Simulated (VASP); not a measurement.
**NaH: relaxation of cell and atoms with LDA**

Crystal: NaH.

```
Na H
1.0
     0.00000    2.41604    2.41604
     2.41604    0.00000    2.41604
     2.41604    2.41604    0.00000
Na H
1 1
Direct
  0.00000 0.00000 0.00000
  0.50000 0.50000 0.50000
```

```yaml
Program: VASP 6.6.1
Task: relaxation of cell and atoms
Functional: LDA
Potentials_or_basis: VASP PAW LDA potentials, release 64 (Na_pv, H)
Cutoff: 600 eV
k_mesh: 8 × 8 × 8
Occupations: gaussian, width 0.02 eV
Spin: no spin polarisation
Dipole_correction: no
Further_INCAR_settings: ALGO = Fast; EDIFF = 1e-06; IBRION = 2; EDIFFG = -0.005; NSW = 70; ISIF = 3
```

* Relaxed volume: 12.88 Å³/atom
* Relaxed cell: a = 3.315 Å, b = 3.315 Å, c = 3.315 Å, α = 60.00°, β = 60.00°, γ = 60.00°
* Space group after relaxing (to 0.05 Å): Fm-3m (No. 225)
* Energy gained by relaxing: 8.4 meV/atom
* Ionic steps: 4
* Pressure after relaxing: 0.1 GPa
* Band gap on the k mesh: 3.55 eV, indirect (least direct gap 4.51 eV)

The path:
| step | energy change (eV) | largest force (eV/Å) | pressure (GPa) | volume (Å³) |
| --- | --- | --- | --- | --- |
| 1 | 0.0000 | 0.0000 | -2.13 | 28.21 |
| 2 | -0.0086 | 0.0000 | -1.71 | 27.45 |
| 3 | -0.0159 | 0.0000 | 0.58 | 25.26 |
| 4 | -0.0169 | 0.0000 | 0.06 | 25.77 |

Final structure:
```
Na H
1.0
     0.00000    2.34430    2.34430
     2.34430    0.00000    2.34430
     2.34430    2.34430    0.00000
Na H
1 1
Direct
  0.00000 0.00000 0.00000
  0.50000 0.50000 0.50000
```

Levels at points of the mesh, in eV from the valence-band top:
```tsv
k point	band 2	band 3	band 4	band 5	band 6	band 7
(0.00, 0.00, 0.00)	-22.03	-22.03	-4.06	11.21	15.85	15.85
(0.50, 0.00, 0.00)	-22.04	-22.04	-0.96	3.55	11.21	13.63
(0.50, 0.50, 0.00)	-22.07	-22.07	-0.22	4.47	9.99	10.89
```

It took 25 s on 1 thread of Intel(R) Xeon(R) Platinum 8488C (Sapphire Rapids) (shared host), peak memory 0.14 GiB.

A k mesh can miss the band edges. Expect the measured gap to be larger: semilocal functionals such as LDA lack the derivative discontinuity.
